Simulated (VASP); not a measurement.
# Ge (Cmmm) in VASP: further runs

Runs on Ge. Level: PBE. Tasks: single point, relaxation of cell and atoms.

All numbers are computed with VASP 6.6.1; they aren't measurements. Logs are shortened: lines on timing, memory, paths and dates and some standing lists are left out, and cuts for length are marked.

### 1 The cell of the first run

The structure is orthorhombic, space group Cmmm (No. 65). The conventional cell has a = 3.771 Å, b = 3.782 Å, c = 2.862 Å, α = 90.00°, β = 90.00°, γ = 90.00°. Around Ge (site symmetry mmm) lie 6 Ge at 2.67 to 2.86 Å.

The cell was built by a generator and needn't be a form met in nature.

### 2 Single point, PBE (random cell by space group and Wyckoff sites (Cmmm, No. 65))

INCAR

```
PREC     = Accurate       # precision mode
ENCUT    = 520            # plane-wave cutoff, eV
EDIFF    = 1E-6           # SCF threshold, eV
ISMEAR   = 0              # smearing method
SIGMA    = 0.1            # smearing width, eV
LREAL    = False          # projectors in reciprocal space
LASPH    = True           # aspherical terms in the spheres
NELM     = 100            # most SCF steps
ALGO     = Normal         # electronic algorithm
ISIF     = 2              # what is computed and relaxed
LWAVE    = False          # write WAVECAR
LCHARG   = False          # write CHGCAR
GGA      = PE             # functional
NBANDS   = 13             # bands
```

KPOINTS

```
regular mesh
0
Gamma
  4 4 8
```

POSCAR

```
Ge
1.0
    1.8853728198     -1.8909745240      0.0000000000
    1.8853728198      1.8909745240      0.0000000000
    0.0000000000      0.0000000000      2.8621887493
Ge
1
Direct
    0.5000000000      0.5000000000      0.0000000000
```

Potentials or basis: VASP PAW PBE potentials, release 64 (Ge_d).

Started as:

```console
cat potpaw_PBE.64/Ge_d/POTCAR > POTCAR
mpirun -np 1 vasp_std > vasp.out
```

OUTCAR:

```text
PREC = Accurate
   ENCUT = 520
   EDIFF = 1E-6
   ISMEAR = 0
   LREAL = False
   LASPH = True
   NELM = 100
   ISIF = 2
   GGA = PE

 ion  position               nearest neighbor table
   1  0.500  0.500  0.000-

  LATTYP: Found a base centered orthorhombic cell.
 ALAT       =     3.7707456396
 B/A-ratio  =     1.0029711387
 C/A-ratio  =     0.7590511328

  Lattice vectors:

 A1 = (   1.8853728198,  -1.8909745240,   0.0000000000)
 A2 = (   1.8853728198,   1.8909745240,   0.0000000000)
 A3 = (   0.0000000000,   0.0000000000,   2.8621887493)

Analysis of symmetry for initial positions (statically):
=====================================================================
 Subroutine PRICEL returns:
 Original cell was already a primitive cell.

 Routine SETGRP: Setting up the symmetry group for a
 base centered orthorhombic supercell.

 Subroutine GETGRP returns: Found  8 space group operations
 (whereof  8 operations were pure point group operations)
 out of a pool of  8 trial point group operations.

The static configuration has the point symmetry D_2h.

Analysis of symmetry for dynamics (positions and initial velocities):
=====================================================================
 Subroutine PRICEL returns:
 Original cell was already a primitive cell.

 Routine SETGRP: Setting up the symmetry group for a
 base centered orthorhombic supercell.

 Subroutine GETGRP returns: Found  8 space group operations
 (whereof  8 operations were pure point group operations)
 out of a pool of  8 trial point group operations.

The dynamic configuration has the point symmetry D_2h.

 Subroutine INISYM returns: Found  8 space group operations
 (whereof  8 operations are pure point group operations),
 and found     1 'primitive' translations

----------------------------------------------------------------------------------------

                                     Primitive cell

  volume of cell :      20.4085

  direct lattice vectors                    reciprocal lattice vectors
     1.885372820 -1.890974524  0.000000000     0.265199538 -0.264413927  0.000000000
     1.885372820  1.890974524  0.000000000     0.265199538  0.264413927  0.000000000
     0.000000000  0.000000000  2.862188749     0.000000000  0.000000000  0.349382968

  length of vectors
     2.670283753  2.670283753  2.862188749     0.374493684  0.374493684  0.349382968

  position of ions in fractional coordinates (direct lattice)
     0.500000000  0.500000000  0.000000000

  ion indices of the primitive-cell ions
   primitive index   ion index
                 1           1

----------------------------------------------------------------------------------------

 KPOINTS: regular mesh

Automatic generation of k-mesh.
 Grid dimensions read from file:
 generate k-points for:    4    4    8

 Generating k-lattice:

  Cartesian coordinates                     Fractional coordinates (reciprocal lattice)
     0.066299884 -0.066103482  0.000000000     0.250000000 -0.000000000  0.000000000
     0.066299884  0.066103482  0.000000000    -0.000000000  0.250000000  0.000000000
     0.000000000  0.000000000  0.043672871     0.000000000  0.000000000  0.125000000

  Length of vectors
     0.093623421  0.093623421  0.043672871

  Shift w.r.t. Gamma in fractional coordinates (k-lattice)
     0.000000000  0.000000000  0.000000000

 Subroutine IBZKPT returns following result:
 ===========================================

 Found     35 irreducible k-points:

 Following reciprocal coordinates:
            Coordinates               Weight
  0.000000  0.000000  0.000000      1.000000
  0.250000  0.000000  0.000000      4.000000
  0.500000  0.000000  0.000000      2.000000
  0.250000  0.250000  0.000000      2.000000
  0.500000  0.250000  0.000000      4.000000
 -0.250000  0.250000  0.000000      2.000000
[... 16 lines left out ...]
  0.250000  0.000000  0.375000      8.000000
  0.500000  0.000000  0.375000      4.000000
 [... further k-points ...]
   k-points           NKPTS =     35   k-points in BZ     NKDIM =     35   number of bands    NBANDS=     13
   number of dos      NEDOS =    301   number of ions     NIONS =      1
   total plane-waves  NPLWV =   9600
   dimension x,y,z NGX =    20 NGY =   20 NGZ =   24
   dimension x,y,z NGXF=    40 NGYF=   40 NGZF=   48
   ions per type =               1
   NGX,Y,Z   is equivalent  to a cutoff of  12.45, 12.45, 13.94 a.u.
   NGXF,Y,Z  is equivalent  to a cutoff of  24.90, 24.90, 27.88 a.u.
 SYSTEM =  unknown system
   PREC   = accura    normal or accurate (medium, high low for compatibility)
   ISTART =      0    job   : 0-new  1-cont  2-samecut
   ICHARG =      2    charge: 1-file 2-atom 10-const
   ISPIN  =      1    spin polarized calculation?
   LNONCOLLINEAR =      F non collinear calculations
   LSORBIT =      F    spin-orbit coupling
   LASPH  =      T    aspherical Exc in radial PAW
   ENCUT  =  520.0 eV  38.22 Ry    6.18 a.u.   4.96  4.96  5.32*2*pi/ulx,y,z
   NELM   =    100;   NELMIN=  2; NELMDL= -5     # of ELM steps
   EDIFF  = 0.1E-05   stopping-criterion for ELM
   LREAL  =      F    real-space projection
   EDIFFG = 0.1E-04   stopping-criterion for IOM
   NSW    =      0    number of steps for IOM
   IBRION =     -1    ionic relax: 0-MD 1-quasi-New 2-CG
   NFREE  =      0    steps in history (QN), initial steepest desc. (CG)
   ISIF   =      2    stress and relaxation
   ISYM   =      2    0-nonsym 1-usesym 2-fastsym
   POTIM  = 0.5000    time-step for ionic-motion
   TEBEG  =    0.0;   TEEND  =   0.0 temperature during run
   PSTRESS=    0.0 pullay stress
   NELECT =      14.0000    total number of electrons
   NUPDOWN=      -1.0000    fix difference up-down
   EMIN   =  10.00;   EMAX   =-10.00  energy-range for DOS
   EFERMI =   0.00;   METHOD = LEGACY
   ISMEAR =     0;   SIGMA  =   0.10  broadening in eV -4-tet -1-fermi 0-gaus
   EFERMI_NEDOS =   21; number of points for ismear=-14 and -15
   IALGO  =     38    algorithm
   IMIX   =      4    mixing-type and parameters
     AMIX     =   0.40;   BMIX     =  1.00
     AMIX_MAG =   1.60;   BMIX_MAG =  1.00
  volume/ion in A,a.u.               =      20.41       137.72
  Fermi-wavevector in a.u.,A,eV,Ry     =   1.443822  2.728429 28.363020  2.084623
  Thomas-Fermi vector in A             =   2.562187
   LORBIT       =      0    0 simple, 1 ext, 2 COOP (PROOUT), +10 PAW based schemes
   GGA     = PE    functional components
   LHFCALC =     F    Hartree Fock is set to
   AEXX    =    0.0000 exact exchange contribution
   IVDW    =     0    specifies the selected vdW correction
   LEPSILON=     F    determine dielectric tensor
   LRPA    =     F    only Hartree local field effects (RPA)
 non-spin polarized calculation
 Gauss-broadening in eV      SIGMA  =   0.10
  energy-cutoff  :      520.00
  volume of cell :       20.41
 maximum number of plane-waves:       564
   NGX =  9   NGY =  9   NGZ = 11

 number of electron      13.9999986 magnetization

 Free energy of the ion-electron system (eV)
  ---------------------------------------------------
  ext. energy  EPLUGINS =         0.00000000
  ---------------------------------------------------
  free energy    TOTEN  =        -4.18594022 eV

  energy without entropy =       -4.18113943  energy(sigma->0) =       -4.18353982

 E-fermi :   6.2220     XC(G=0): -10.7752

 val. band max:        6.2193961633   @ k =   0.5000   0.2500   0.3750
 cond. band min:       6.2614410067   @ k =   0.2500   0.2500   0.0000
 fundamental gap:      0.0420448434
 Fermi energy:         6.2219965714

 k-point     1 :       0.0000    0.0000    0.0000
  band No.  band energies     occupation
      1     -19.0222      2.00000
      2     -18.9376      2.00000
      3     -18.7480      2.00000
      4     -18.7440      2.00000
      5     -18.7429      2.00000
      6      -6.8965      2.00000
      7      10.5262      0.00000
      8      12.9557      0.00000
      9      12.9728      0.00000
     10      14.5241      0.00000
     11      16.2533      0.00000
     12      18.4046      0.00000
     13      32.9880      0.00000

 k-point     2 :       0.2500    0.0000    0.0000
  band No.  band energies     occupation
      1     -18.9706      2.00000
      2     -18.8718      2.00000
      3     -18.7840      2.00000
      4     -18.7821      2.00000
      5     -18.7403      2.00000
      6      -5.6362      2.00000
      7       5.5735      2.00000
      8      11.6979      0.00000
      9      14.1424      0.00000
     10      15.7529      0.00000
     11      18.4507      0.00000
     12      24.5663      0.00000
     13      25.3350      0.00000

 k-point     3 :       0.5000    0.0000    0.0000
  band No.  band energies     occupation
      1     -18.9538      2.00000
      2     -18.8205      2.00000
      3     -18.8197      2.00000
      4     -18.7720      2.00000
      5     -18.7370      2.00000
      6      -2.9147      2.00000
      7       0.2137      2.00000
      8      13.5840      0.00000
      9      16.0356      0.00000
     10      18.4014      0.00000
     11      19.7718      0.00000
     12      20.1846      0.00000
     13      22.5847      0.00000
[... 305 lines left out ...]
 k-point    23 :       0.2500    0.0000    0.3750
  band No.  band energies     occupation
      1     -18.9508      2.00000
      2     -18.8226      2.00000
      3     -18.7816      2.00000
      4     -18.7807      2.00000
      5     -18.7703      2.00000
      6      -3.5041      2.00000
      7       2.8284      2.00000
      8       7.5569      0.00000
      9      14.6234      0.00000
     10      15.8764      0.00000
     11      20.6688      0.00000
     12      24.7674      0.00000
     13      24.9825      0.00000

 k-point    24 :       0.5000    0.0000    0.3750
  band No.  band energies     occupation
      1     -18.9169      2.00000
      2     -18.8702      2.00000
      3     -18.8161      2.00000
      4     -18.7663      2.00000
      5     -18.6933      2.00000
      6      -0.7151      2.00000
      7       2.0798      2.00000
      8       5.0730      2.00000
      9       9.9359      0.00000
     10      17.7308      0.00000
     11      23.8974      0.00000
     12      24.3340      0.00000
     13      24.6858      0.00000

 [... further k-points ...]
[... 5 lines left out ...]
  --------------------------------------------------------------------------------------
  -------------------------------------------------------------------------------------
  Total        0.0020387     -0.0078304      0.0021811      0.0000000      0.0000000      0.0000000
  in kB        0.1600490     -0.6147283      0.1712307      0.0000000      0.0000000      0.0000000
  external PRESSURE =      -0.0944829 kB  Pullay stress =       0.0000000 kB

 VOLUME and BASIS-vectors are now :
 -----------------------------------------------------------------------------
  energy-cutoff  :      520.00
  volume of cell :       20.41
      direct lattice vectors                 reciprocal lattice vectors
     1.885372820 -1.890974524  0.000000000     0.265199538 -0.264413927  0.000000000
     1.885372820  1.890974524  0.000000000     0.265199538  0.264413927  0.000000000
     0.000000000  0.000000000  2.862188749     0.000000000  0.000000000  0.349382968

 POSITION                                       TOTAL-FORCE (eV/Angst)
 -----------------------------------------------------------------------------------
      1.88537      0.00000      0.00000         0.000000      0.000000      0.000000
 -----------------------------------------------------------------------------------
    total drift:                               -0.000000      0.000000     -0.000000

  FREE ENERGIE OF THE ION-ELECTRON SYSTEM (eV)
  ---------------------------------------------------
  free  energy   TOTEN  =        -4.1859402176 eV

  energy  without entropy=       -4.1811394277  energy(sigma->0) =       -4.18353982
```

Run time: 2.9 s. Hardware: 1 thread of Intel Xeon 6975P-C (Granite Rapids), shared host; peak memory 0.12 GiB.

What came out:

- Free energy: -4.1859 eV
- Pressure: 0.0 GPa
- Band gap on the k mesh: none (metal or under the smearing width)

Caveat: the k mesh is coarse (spacing up to 0.59 Å⁻¹), so the values aren't converged.

### 3 Relaxation of cell and atoms, PBE (random cell by space group and Wyckoff sites (Cmmm, No. 65))

INCAR

```
SYSTEM = Ge
  PREC = Accurate
  ENCUT = 600
  EDIFF = 1E-6
  ISMEAR = 0
  SIGMA = 0.1
  LREAL = .FALSE.
  LASPH = .TRUE.
  NELM = 100
  ALGO = Normal
  ISIF = 3
  LWAVE = .FALSE.
  LCHARG = .FALSE.
  GGA = PE
  IBRION = 2
  NSW = 90
  EDIFFG = -0.04
```

KPOINTS

```
regular mesh
0
G
  4 4 8
  0 0 0
```

POSCAR

```
Ge
1.0
    2.7022730900     -3.2118587500      0.0000000000
    2.7022730900      3.2118587500      0.0000000000
    0.0000000000      0.0000000000      2.0681908500
Ge
1
Direct
    0.5000000000      0.5000000000      0.0000000000
```

Potentials or basis: VASP PAW PBE potentials, release 64 (Ge_d).

Started as:

```console
cat potpaw_PBE.64/Ge_d/POTCAR > POTCAR
mpirun -np 1 vasp_std > vasp.out
```

OUTCAR:

```text
SYSTEM = Ge
   PREC = Accurate
   ENCUT = 600
   EDIFF = 1E-6
   ISMEAR = 0
   LREAL = .FALSE.
   LASPH = .TRUE.
   NELM = 100
   ISIF = 3
   GGA = PE
   IBRION = 2
   NSW = 90
   EDIFFG = -0.04

 ion  position               nearest neighbor table
   1  0.500  0.500  0.000-

  LATTYP: Found a base centered orthorhombic cell.
 ALAT       =     5.4045461800
 B/A-ratio  =     1.1885766697
 C/A-ratio  =     0.3826761362

  Lattice vectors:

 A1 = (   2.7022730900,  -3.2118587500,   0.0000000000)
 A2 = (   2.7022730900,   3.2118587500,   0.0000000000)
 A3 = (   0.0000000000,   0.0000000000,   2.0681908500)

Analysis of symmetry for initial positions (statically):
=====================================================================
 Subroutine PRICEL returns:
 Original cell was already a primitive cell.

[... 1297 lines left out ...]
      4     -21.5502      2.00000
      5     -21.4584      2.00000
      6      -3.2584      2.00000
      7       1.6696      2.00000
      8       2.4922      2.00000
      9       8.5570      0.00000
     10       9.6817      0.00000
     11      15.1687      0.00000

 [... further k-points ...]

[... ionic steps 4 to 15 ...]

--------------------------------------- Ionic step       16  -------------------------------------------

 number of electron      13.9999994 magnetization

------------------------ aborting loop because EDIFF is reached ----------------------------------------
[... 65 lines left out ...]
--------------------------------------- Ionic step       18  -------------------------------------------

 number of electron      14.0000004 magnetization

 Free energy of the ion-electron system (eV)
  ---------------------------------------------------
  ext. energy  EPLUGINS =         0.00000000
  ---------------------------------------------------
  free energy    TOTEN  =        -4.18313846 eV

  energy without entropy =       -4.17831602  energy(sigma->0) =       -4.18072724

 E-fermi :   6.2049     XC(G=0): -10.7674

 val. band max:        6.2019869948   @ k =   0.5000   0.2500   0.3750
 cond. band min:       6.2572360293   @ k =  -0.2500   0.2500   0.0000
 fundamental gap:      0.0552490344
 Fermi energy:         6.2048754171
[... 364 lines left out ...]
  FREE ENERGIE OF THE ION-ELECTRON SYSTEM (eV)
  ---------------------------------------------------
  free  energy   TOTEN  =        -4.1831384561 eV

  energy  without entropy=       -4.1783160160  energy(sigma->0) =       -4.18072724

 reached required accuracy - stopping structural energy minimisation
```

Run time: 64 s. Hardware: 1 thread of Intel Xeon 6975P-C (Granite Rapids), shared host; peak memory 0.18 GiB.

What came out:

| Property | Result |
| --- | --- |
| Free energy | -4.1831 eV |
| Relaxed volume | 20.44 Å³/atom |
| Relaxed cell | a = 2.672 Å, b = 2.672 Å, c = 2.863 Å, α = 90.00°, β = 90.00°, γ = 89.97° |
| Space group after relaxing (to 0.05 Å) | P4/mmm (No. 123) |
| Energy gained by relaxing | 1570.9 meV/atom |
| Ionic steps | 18 |
| Pressure after relaxing | 0.0 GPa |
| Band gap on the k mesh | none (metal or under the smearing width) |

Step by step:
```
step  energy change (eV)  largest force (eV/Å)  pressure (GPa)  volume (Å³)
   1              0.0000                0.0000           13.88        35.90
   2             -0.1732                0.0000           -5.89        52.05
   3             -0.4638                0.0000           -1.40        43.04
   4             -0.4875                0.0000           -3.14        45.09
   5             -0.4892                0.0000           -2.44        44.52
   6             -0.4894                0.0000           -2.60        44.69
   7             -0.5930                0.0000           -3.53        41.02
   8             -0.9826                0.0000           -6.91        30.69
   9              0.0976                0.0000           86.61        13.61
  10             -1.1517                0.0000           -7.65        27.96
  11             -1.5611                0.0000           -0.28        20.29
  12             -1.5190                0.0000            8.78        18.57
  13             -1.5648                0.0000            1.35        19.88
  14             -1.5608                0.0000            3.43        19.46
  15             -1.5445                0.0000           -4.67        22.07
  16             -1.5703                0.0000           -0.09        20.40
  17             -1.5700                0.0000           -0.21        20.48
  18             -1.5709                0.0000           -0.02        20.44
```

Final structure:
```yaml
crystal:
  lattice:
    - [1.88991, -1.88892, 0.00000]
    - [1.88991, 1.88892, 0.00000]
    - [0.00000, 0.00000, 2.86291]
  atoms:
    - { symbol: Ge, position: [0.50000, 0.50000, 0.00000] }
```

Levels at points of the mesh, in eV from the Fermi level:
| k point | band 4 | band 5 | band 6 | band 7 | band 8 | band 9 | band 10 | band 11 |
| --- | --- | --- | --- | --- | --- | --- | --- | --- |
| (0.00, 0.00, 0.00) | -24.96 | -24.96 | -13.11 | 4.31 | 6.73 | 6.73 | 8.31 | 10.02 |
| (0.50, 0.00, 0.00) | -24.99 | -24.96 | -9.13 | -6.00 | 7.36 | 9.79 | 12.17 | 13.55 |
| (0.50, 0.50, 0.00) | -25.03 | -24.89 | -4.87 | -2.79 | -2.78 | 2.87 | 10.34 | 17.50 |
| (0.00, 0.00, 0.50) | -25.00 | -24.97 | -10.22 | -5.91 | 8.91 | 8.91 | 12.55 | 15.31 |
| (0.50, 0.00, 0.50) | -24.99 | -24.90 | -6.08 | -3.61 | -2.57 | 2.65 | 11.91 | 18.74 |
| (0.50, 0.50, 0.50) | -24.89 | -24.88 | -1.30 | -0.60 | -0.59 | 0.57 | 5.90 | 6.58 |

Caveat: the k mesh is coarse (spacing up to 0.38 Å⁻¹), so the values aren't converged; the volume moved by over 15 % at a fixed basis, so the end points are rough.
